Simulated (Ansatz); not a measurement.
# CuO (Cc) in Ansatz: settings compared

The runs below take CuO through band structure, density of states, with LDA, PBEsol, BLYP.

Program: Ansatz 0.2.0. These are calculated values, not measurements. Logs are shortened: lines on timing, memory, paths and dates and some standing lists are left out, and cuts for length are marked.

### 1 The crystal as given

It takes space group Cc (No. 9, monoclinic). Conventional cell: a = 4.689 Å, b = 3.427 Å, c = 5.132 Å, α = 90.00°, β = 99.65°, γ = 90.00°. Cu (site symmetry 1) is surrounded by 4 O at 1.91 to 2.02 Å. O (site symmetry 1) has 4 Cu at 1.91 to 2.02 Å as nearest neighbours.

### 2 Band structure, LDA

input.yaml reads:

```yaml
crystal:
  lattice:
    - [2.34464976, -1.71339982, 0.0]
    - [2.34464976, 1.71339982, 0.0]
    - [-0.86054991, 0.0, 5.05943948]
  atoms:
    - { symbol: Cu, position: [0.0032, 0.4968, 0.0] }
    - { symbol: Cu, position: [0.4968, 0.0032, 0.5] }
    - { symbol: O, position: [0.5714, 0.4056, 0.2537] }
    - { symbol: O, position: [0.4056, 0.5714, 0.7537] }
hamiltonian:
  xc: lda
  pseudopotentials: { kind: paw }
kpoints:
  mp_grid: { grid: [10, 10, 5] }
  band_path:
    path:
      - [[0.0, 0.0, 0.0], [-0.5, -0.5, 0.0], [-0.5249461988, -0.5249461988, 0.3256423996], [-0.5, -0.5, 0.5], [-0.6336779992, -0.3663220008, 0.5]]
      - [[-0.3663220008, 0.3663220008, 0.5], [0.0, 0.0, 0.5], [-0.4750538012, -0.4750538012, 0.6743576004]]
      - [[-0.5, -0.5, 0.0], [-0.612631459, -0.387368541, 0.0]]
      - [[-0.387368541, 0.387368541, 0.0], [0.0, 0.0, 0.0], [-0.5, 0.0, 0.0]]
      - [[-0.5, 0.0, 0.5], [0.0, 0.0, 0.0]]
    npoints: 14
scf:
  occupations: { method: fermi_dirac, width: 0.05 }
  n_extra_bands: 10
output:
  forces: true
  stress: true
  eigenvalues: true
  fatbands: true
```

Potentials or basis: Ansatz PAW.

Started as:

```
$ ansatz run input.yaml --threads 2 --pin off --max-ram 5632MiB --backend cpu --events-out ev --progress --plain --runs-dir out
```

Log:

```text
Warning: RAYON_NUM_THREADS=2 ignored (pool sized by the plan → 2); use --threads N
scf.n_extra_bands = 10 over 25 filled bands (N_el = 50.0): the run solves 35 bands
Engine: ansatz 0.2.0, aarch64-unknown-linux-gnu
Pseudopotentials: kind: paw
Pseudopotential: Cu, paw, valence charge 19, recommended cutoff 420 eV (normal), Cu.paw.azcp
Pseudopotential: O, paw, valence charge 6, recommended cutoff 420 eV (normal), O.paw.azcp
Functional definition: SPW92
  exchange = slater_x
  correlation = pw_c
Crystal: 4 atoms, lattice volume = 40.651 Å³
Basis set: ecut = 420 eV, 789 PW (Γ)
Bands: 35, of which v1, the nominal top of the filled ones, is band 25 counted from 1 (24 counted from 0)
Symmetry: 2 space group operations
Space group: Cc (ITA 9), of the structure as read, at distance tolerance 3.4e-5 Å
k-points: 141 of 500 (time reversal used)
Non-local potential: Cu, projectors of the file, l = 0: 3, l = 1: 2, l = 2: 3, l = 3: 1
Non-local potential: O, projectors of the file, l = 0: 2, l = 1: 2, l = 2: 1
PAW form: soft (Blöchl's): semilocal exchange-correlation on the pseudo side does not see the compensation charge
PAW frozen core: Cu, regenerated for the run's functional, and the local potential with it (the file was generated under x = pbe(κ = 0.804, μ = 0.2195149727645171), c = pbe(β = 0.06672455060314922))
PAW frozen core: O, regenerated for the run's functional, and the local potential with it (the file was generated under x = pbe(κ = 0.804, μ = 0.2195149727645171), c = pbe(β = 0.06672455060314922))
PAW one-centre angular grid: Cu, 590 points (default); XC on 64 Gauss nodes
PAW one-centre angular grid: O, 110 points (default); XC on 64 Gauss nodes
Initial density: superposition of atomic densities (neutral atoms: chi_scale 0, normalization atom), corrected by the library's trained network
Initial wavefunctions: pseudopotential atomic-orbital guess
Functional: x = slater, c = lda
SCF iter   1: F=—  HF=-14219.137506 eV  |F-HF|=—  |Δ(HF+E_count)|=         —  Δρ=2.32e-2  dr2=1.42e-1  ethr=1.77e-3  ⟨swp⟩=5.5  Hψ=18582  notcnv=0  defer=96
preconditioner: auto → Kerker (q_TF=auto, 2.824 Å⁻¹)  [metal: Δε(μ)=0.024 eV  Ē_g=15.468 eV  σ=0.050 eV  W_gap=0.12  n_scr=20 (ndim 8)  ℏωp=34.0 eV  f_vac=0.000  D(μ)=2.28/eV (n_scr^D=22)]
SCF iter   2: F=—  HF=-14219.100300 eV  |F-HF|=—  |Δ(HF+E_count)|=   3.72e-2  Δρ=9.72e-3  dr2=3.64e-2  ethr=2.84e-4  ⟨swp⟩=2.3  Hψ=8400  notcnv=0  defer=460
SCF iter   3: F=—  HF=-14219.092515 eV  |F-HF|=—  |Δ(HF+E_count)|=   7.78e-3  Δρ=3.94e-3  dr2=5.62e-3  ethr=7.27e-5  ⟨swp⟩=2.1  Hψ=5741  notcnv=0  defer=460
SCF iter   4: F=—  HF=-14219.090970 eV  |F-HF|=—  |Δ(HF+E_count)|=   1.55e-3  Δρ=1.08e-3  dr2=3.51e-4  ethr=1.12e-5  ⟨swp⟩=2.6  Hψ=7035  notcnv=0  defer=460
SCF iter   5: F=—  HF=-14219.090885 eV  |F-HF|=—  |Δ(HF+E_count)|=   8.49e-5  Δρ=2.49e-4  dr2=2.96e-5  ethr=7.03e-7  ⟨swp⟩=1.7  Hψ=6140  notcnv=0  defer=460
SCF iter   6: F=—  HF=-14219.090880 eV  |F-HF|=—  |Δ(HF+E_count)|=   4.63e-6  Δρ=5.97e-5  dr2=1.13e-6  ethr=5.91e-8  ⟨swp⟩=2.3  Hψ=6637  notcnv=0  defer=460
SCF iter   7: F=—  HF=-14219.090880 eV  |F-HF|=—  |Δ(HF+E_count)|=   6.77e-8  Δρ=2.95e-5  dr2=3.61e-7  ethr=2.25e-9  ⟨swp⟩=2.1  Hψ=6786  notcnv=0  defer=460
SCF iter   8: F=-14219.090880 eV  HF=-14219.090880 eV  |F-HF|=3.31e-8  |Δ(HF+E_count)|=   8.58e-8  Δρ=7.46e-6  dr2=1.91e-8  ethr=2.00e-10  ⟨swp⟩=7.0  Hψ=23349  notcnv=0
SCF 1 converged in 8 iterations: F = -14219.090880 eV  dr2 = 1.91e-8
NSCF: frozen V_eff on 145 k-points
SCF converged after 8 iterations
Free energy (F): -14219.090880 eV
Harris-Foulkes:  -14219.090880 eV  (|F-HF|=3.31e-8)
Internal energy: -14219.071697 eV  (E = F + TS)
E sigma→0 (E₀):  -14219.081289 eV
Entropy (-TS):   -0.019183 eV (-4.796 meV/atom)
Fermi energy:    11.718614 eV
--- Per-component energies (eV) ---
  E_band       = -870.419742
  E_kinetic    = 940.712922
  E_local      = -9676.930209  (includes V_loc(G=0)·N_el)
  E_nonlocal   = 890.055828
  E_hartree    = 4180.219669
  E_xc         = -320.041019
  E_vxc        = -413.430852  (∫ρ·V_xc dr)
  E_paw        = -3477.350987  (= ΣΔE_a)
  E_vpaw       = -971.283721  (= ΣTr[D̂ρ^β])
  E_aug_tail   = 0.005413  (compensation charges beyond the density's cutoff)
  E_ewald      = -6756.836478
  E_core_change = 1.093163  (= ΣΔE_core)
  E_smearing   = -0.019183  (= −TS)
  E_closure    = 0.000000  (closes the sum)
  Σ components = -14219.090880   (vs F -14219.090880, Δ=0.00e0)
--- Forces (eV/Å), atoms counted from 1 ---
  atom   1  Cu    -0.56069434     0.28759009     0.20892589
  atom   2  Cu    -0.56069434    -0.28759009     0.20892589
  atom   3  O      0.56069520     0.51564051    -0.20892626
  atom   4  O      0.56069520    -0.51564051    -0.20892626
  max |Σ_I F_I| component: 1.71e-6 eV/Å
--- Stress (GPa, compression-positive) ---
      -10.519559       0.000000      -0.252501
        0.000000      -5.867942       0.000000
       -0.252518       0.000000     -12.302357
  P = ⅓ Tr σ = -9.5633 GPa (-95.633 kbar)
--- Band table (eV; the first three rows and the last of 141) ---
  k-point 0: bands = ["-100.0021", "-100.0014", "-57.9784", "-57.9781", "-57.9475", "-57.9381", "-57.5318", "-57.5313", "-7.9374", "-6.5458", "3.5013", "6.1285", "6.5000", "8.3234", "8.4212", "8.5070", "8.6637", "8.9684", "9.0548", "9.2161", "9.4160", "9.5250", "9.6039", "10.1010", "11.9461", "12.6396", "13.4046", "17.6499", "19.7330", "24.8322", "27.2060", "27.8967", "28.3504", "28.4996", "29.5271"]
  k-point 1: bands = ["-100.0020", "-100.0015", "-57.9784", "-57.9781", "-57.9466", "-57.9390", "-57.5318", "-57.5314", "-7.8261", "-6.7073", "3.8844", "6.2128", "6.5184", "7.7075", "8.1064", "8.1721", "8.7544", "8.9128", "9.2152", "9.2795", "9.4764", "9.6622", "9.8997", "10.0016", "11.9087", "12.4902", "13.9346", "17.1029", "20.5606", "24.8766", "26.6848", "26.7500", "28.3727", "28.7563", "30.0009"]
  k-point 2: bands = ["-100.0019", "-100.0017", "-57.9783", "-57.9782", "-57.9442", "-57.9413", "-57.5316", "-57.5315", "-7.5176", "-7.0944", "4.9083", "6.2082", "6.4322", "6.7058", "7.6933", "7.7389", "8.9190", "9.0030", "9.3139", "9.3510", "9.4376", "9.6368", "10.1550", "10.2732", "11.8683", "12.1309", "15.0258", "16.1329", "22.2523", "24.1763", "25.6428", "26.0621", "28.5737", "28.8346", "29.9292"]
  k-point 140: bands = ["-100.0004", "-100.0003", "-57.9926", "-57.9913", "-57.9426", "-57.9407", "-57.5404", "-57.5395", "-6.4732", "-6.3614", "4.8351", "5.3393", "6.0449", "6.1001", "6.5275", "6.9232", "8.8897", "9.1837", "9.4869", "9.5089", "10.0125", "10.0180", "10.4080", "10.5018", "11.0258", "11.6730", "16.2587", "17.4066", "20.1882", "20.8694", "24.3055", "24.4099", "27.1906", "27.3603", "27.6182"]
```

Run time: 18 s. Hardware: 2 threads of Arm Neoverse V2, shared host; peak memory 0.4 GiB.

What came out:

```
Free energy            : -14219.0909 eV
Pressure               : -9.6 GPa
Largest force          : 0.790 eV/Å
Band gap on the k mesh : none (metal or under the smearing width)
```

Forces in eV/Å, atoms in the order of the input:
```
Cu  -0.561  0.288  0.209
Cu  -0.561 -0.288  0.209
O    0.561  0.516 -0.209
O    0.561 -0.516 -0.209
```

Levels at the corners of the path, in eV from the Fermi level:
| point | band 22 | band 23 | band 24 | band 25 | band 26 | band 27 | band 28 | band 29 |
| --- | --- | --- | --- | --- | --- | --- | --- | --- |
| Γ | -2.19 | -2.11 | -1.62 | 0.23 | 0.92 | 1.69 | 5.93 | 8.01 |
| Y | -2.10 | -1.68 | -1.19 | -0.63 | 1.06 | 3.24 | 6.86 | 8.39 |
| F | -1.82 | -1.32 | -1.30 | -0.65 | 0.19 | 4.13 | 6.01 | 8.53 |
| L | -1.63 | -1.27 | -1.27 | -0.42 | -0.42 | 5.10 | 5.10 | 8.82 |
| I | -1.77 | -1.46 | -1.46 | -0.29 | -0.29 | 5.74 | 5.74 | 8.90 |
| I1 | -1.77 | -1.46 | -1.46 | -0.29 | -0.29 | 5.74 | 5.74 | 8.90 |
| Z | -2.21 | -1.44 | -1.44 | 0.24 | 0.24 | 3.87 | 3.87 | 11.51 |
| F1 | -1.82 | -1.32 | -1.30 | -0.65 | 0.19 | 4.13 | 6.01 | 8.53 |
| Y | -2.10 | -1.68 | -1.19 | -0.63 | 1.06 | 3.24 | 6.86 | 8.39 |
| X1 | -1.97 | -1.39 | -1.33 | -1.26 | 0.89 | 4.77 | 7.04 | 7.49 |
| X | -1.97 | -1.39 | -1.33 | -1.26 | 0.89 | 4.77 | 7.04 | 7.49 |
| Γ | -2.19 | -2.11 | -1.62 | 0.23 | 0.92 | 1.69 | 5.93 | 8.01 |
| N | -1.56 | -1.46 | -1.37 | -0.04 | 0.29 | 4.74 | 6.18 | 6.83 |
| M | -2.12 | -1.71 | -1.57 | -0.08 | 0.74 | 5.01 | 6.38 | 7.95 |
| Γ | -2.19 | -2.11 | -1.62 | 0.23 | 0.92 | 1.69 | 5.93 | 8.01 |

Caveat: the pressure holds a Pulay correction of +0.9 GPa for the finite cutoff; the run has no spin polarisation, though such a crystal can be magnetic; semilocal functionals often make such compounds metallic where correlation or magnetic order opens a gap, which also shifts bond lengths; the PAW data sets come from PBE, with cores solved anew for the run's functional, which leaves a small shift of forces and pressure. With open d or f shells a metallic result of LDA can be an artefact of self-interaction; +U or a hybrid may open a gap.

### 3 Density of states, PBEsol

input.yaml reads:

```yaml
crystal:
  lattice:
    - [2.34464976, -1.71339982, 0.0]
    - [2.34464976, 1.71339982, 0.0]
    - [-0.86054991, 0.0, 5.05943948]
  atoms:
    - { symbol: Cu, position: [0.0032, 0.4968, 0.0] }
    - { symbol: Cu, position: [0.4968, 0.0032, 0.5] }
    - { symbol: O, position: [0.5714, 0.4056, 0.2537] }
    - { symbol: O, position: [0.4056, 0.5714, 0.7537] }
hamiltonian:
  xc: pbesol
  pseudopotentials: { kind: paw }
kpoints:
  mp_grid: { grid: [10, 10, 5] }
scf:
  occupations: { method: fermi_dirac, width: 0.05 }
  n_extra_bands: 10
output:
  forces: true
  stress: true
  eigenvalues: true
  dos: { projected: false, de: 0.05, nscf_kmesh: { grid: [15, 15, 8] } }
  write_density: true
  write_potential: true
  elf: true
  volumetric_format: npy
```

Potentials or basis: Ansatz PAW.

Started as:

```
$ ansatz run input.yaml --threads 2 --pin off --max-ram 5632MiB --backend cpu --events-out ev --progress --plain --runs-dir out
```

Log:

```text
Warning: RAYON_NUM_THREADS=2 ignored (pool sized by the plan → 2); use --threads N
scf.n_extra_bands = 10 over 25 filled bands (N_el = 50.0): the run solves 35 bands
[... 4 set-up lines as earlier in the session ...]
Functional definition: PBEsol
  exchange = pbesol_x
  correlation = pbesol_c
Crystal: 4 atoms, lattice volume = 40.651 Å³
Basis set: ecut = 420 eV, 789 PW (Γ), exchange–correlation on 40×40×72 points (8 copies of the dense FFT grid, shifted against one another)
Bands: 35, of which v1, the nominal top of the filled ones, is band 25 counted from 1 (24 counted from 0)
[... 2 set-up lines as earlier in the session ...]
k-points: 141 of 500 (time reversal used)
[... 3 set-up lines as earlier in the session ...]
[... 34 lines left out ...]
  E_paw        = -3555.213871  (= ΣΔE_a)
  E_vpaw       = -966.007690  (= ΣTr[D̂ρ^β])
  E_aug_tail   = 0.005398  (compensation charges beyond the density's cutoff)
  E_ewald      = -6756.836478
  E_core_change = 0.482980  (= ΣΔE_core)
  E_smearing   = -0.019141  (= −TS)
  E_closure    = 0.000000  (closes the sum)
  Σ components = -14296.366312   (vs F -14296.366312, Δ=0.00e0)
--- Forces (eV/Å), atoms counted from 1 ---
  atom   1  Cu    -0.59717378     0.31928844     0.22738566
  atom   2  Cu    -0.59717378    -0.31928844     0.22738566
  atom   3  O      0.59717549     0.40566970    -0.22738681
  atom   4  O      0.59717549    -0.40566970    -0.22738681
  max |Σ_I F_I| component: 3.42e-6 eV/Å
--- Stress (GPa, compression-positive) ---
       -3.220714       0.000000      -1.071553
        0.000000      -0.456233       0.000000
       -1.071565       0.000000      -4.443111
  P = ⅓ Tr σ = -2.7067 GPa (-27.067 kbar)
--- Band table (eV; the first three rows and the last of 141) ---
  k-point 0: bands = ["-100.2260", "-100.2253", "-57.9129", "-57.9127", "-57.8828", "-57.8735", "-57.4643", "-57.4638", "-7.8659", "-6.5103", "3.7871", "6.4356", "6.8022", "8.6267", "8.7090", "8.7837", "8.9757", "9.2611", "9.3411", "9.5180", "9.7214", "9.8334", "9.9124", "10.4008", "12.2408", "12.9448", "13.6415", "17.8897", "20.0756", "25.1916", "27.4918", "28.1799", "28.5920", "28.9085", "29.9468"]
  k-point 1: bands = ["-100.2259", "-100.2254", "-57.9129", "-57.9127", "-57.8819", "-57.8744", "-57.4642", "-57.4638", "-7.7569", "-6.6665", "4.1669", "6.5199", "6.8211", "7.9954", "8.3952", "8.4616", "9.0488", "9.2182", "9.5135", "9.5832", "9.7819", "9.9627", "10.2003", "10.3001", "12.2081", "12.7961", "14.1774", "17.3565", "20.8890", "25.2266", "26.9792", "27.0644", "28.7025", "29.1307", "30.3715"]
  k-point 2: bands = ["-100.2257", "-100.2255", "-57.9128", "-57.9127", "-57.8796", "-57.8767", "-57.4641", "-57.4639", "-7.4550", "-7.0423", "5.1852", "6.4919", "6.7390", "7.0038", "7.9837", "8.0286", "9.2222", "9.3097", "9.6199", "9.6496", "9.7419", "9.9334", "10.4478", "10.5665", "12.1737", "12.4379", "15.2787", "16.3908", "22.5726", "24.4903", "25.9920", "26.3994", "28.9033", "29.1769", "30.2819"]
  k-point 140: bands = ["-100.2243", "-100.2242", "-57.9268", "-57.9256", "-57.8780", "-57.8762", "-57.4727", "-57.4718", "-6.4392", "-6.3270", "5.1199", "5.6216", "6.3254", "6.3943", "6.8174", "7.2104", "9.1955", "9.4896", "9.7881", "9.8092", "10.3092", "10.3209", "10.7118", "10.7988", "11.3337", "11.9764", "16.5458", "17.7061", "20.5426", "21.2322", "24.6031", "24.7112", "27.5211", "27.6898", "27.9578"]
```

dos.tsv:

```text
# E-E_F[eV]	g_bin_mean(E)[states/eV]	N(E)
# format = ansatz-dos/2
# fermi_ev = 12.026561
# fermi_mp_grid = 15 15 8
# fermi_mp_shift = 0 0 0
# nscf_kmesh_grid = 15 15 8
# nscf_kmesh_shift = 0 0 0
# tetrahedron_fermi_ev = 12.021123
# g_bin_mean(E): the states in a bin one row spacing wide, centred on E, divided by that spacing. States that the method places at a single energy (under output.dos.method: tetrahedron, those of a tetrahedron whose four corners have one energy) are counted whole in the row whose bin holds that energy (on the edge of two bins, in the lower row). The sum of g_bin_mean over a run of rows, times the row spacing, is the number of states from half a spacing under the first of them to half a spacing over the last (a plain sum, not the trapezoid rule).
-112.752523	0.000000e0	0.000000e0
-112.702523	0.000000e0	0.000000e0
-112.652523	0.000000e0	0.000000e0
-112.602523	0.000000e0	0.000000e0
-112.552523	0.000000e0	0.000000e0
-112.502523	0.000000e0	0.000000e0
[... 2664 lines left out ...]
20.747477	0.000000e0	7.000000e1
20.797477	0.000000e0	7.000000e1
```

Run time: 28 s. Hardware: 2 threads of Arm Neoverse V2, shared host; peak memory 0.64 GiB.

Results:

| Quantity | Value |
| --- | --- |
| Free energy | -14296.3663 eV |
| Pressure | -2.7 GPa |
| Largest force | 0.757 eV/Å |
| Band gap on the k mesh | none (metal or under the smearing width) |
| Density of states at the Fermi level | 2.30 states/eV per cell |

Forces in eV/Å, atoms in the order of the input:
```
Cu  -0.597  0.319  0.227
Cu  -0.597 -0.319  0.227
O    0.597  0.406 -0.227
O    0.597 -0.406 -0.227
```

Stress tensor (GPa, compression positive):
```
-3.22  0.00 -1.07
 0.00 -0.46  0.00
-1.07  0.00 -4.44
```

Levels at points of the mesh, in eV from the Fermi level:
```tsv
k point	band 22	band 23	band 24	band 25	band 26	band 27	band 28	band 29
(0.00, 0.00, 0.00)	-2.19	-2.11	-1.62	0.22	0.92	1.62	5.87	8.06
(0.00, -0.50, 0.00)	-1.56	-1.47	-1.37	-0.04	0.29	4.75	6.16	6.85
(-0.50, -0.50, 0.00)	-2.09	-1.67	-1.19	-0.63	1.07	3.22	6.91	8.42
```

States per cell in windows of 1 eV (zero at the Fermi level; states under -8 eV left out):
```tsv
from (eV)	total
-8.0	1.09
-7.0	2.58
-6.0	4.56
-5.0	2.79
-4.0	0.98
-3.0	9.58
-2.0	6.44
-1.0	1.91
0.0	2.05
1.0	0.01
2.0	0.10
3.0	0.29
4.0	0.89
5.0	1.47
6.0	1.23
7.0	0.32
```

Caveat: the pressure holds a Pulay correction of +0.8 GPa for the finite cutoff; the run has no spin polarisation, though such a crystal can be magnetic; semilocal functionals often make such compounds metallic where correlation or magnetic order opens a gap, which also shifts bond lengths; the PAW data sets come from PBE, with cores solved anew for the run's functional, which leaves a small shift of forces and pressure. With open d or f shells a metallic result of PBEsol can be an artefact of self-interaction; +U or a hybrid may open a gap.

(Part 1 of 2 ends here.)
